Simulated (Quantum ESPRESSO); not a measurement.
Crystal: KI.

```
I K
1.0
     0.00000    3.53277    3.53277
     3.53277    0.00000    3.53277
     3.53277    3.53277    0.00000
I K
1 1
Direct
  0.50000 0.50000 0.50000
  0.00000 0.00000 0.00000
```

Base run:

* Program: Quantum ESPRESSO 7.5
* Functional: vdW-DF3-opt2
* Potentials or basis: PseudoDojo 0.4.1 SR PBE standard
* Cutoff: 1007 eV
* Density cutoff: 4027 eV
* k mesh: 7 × 7 × 7
* Occupations: fermi-dirac, width 0.05 eV
* Spin: no spin polarisation

Its results: band gap on the k mesh 3.76 eV, direct; pressure -0.4 GPa.

The run is repeated on the same cell with these changes: functional from vdW-DF3-opt2 to rev-vdW-DF2. What comes out?

Band gap on the k mesh 3.81 eV, direct; pressure -0.1 GPa.

Caveats: the potentials were made for another functional, which shifts forces and pressure; spin-orbit coupling is left out, which moves the levels of the heavy elements.

Not every run made on this cell is shown here.
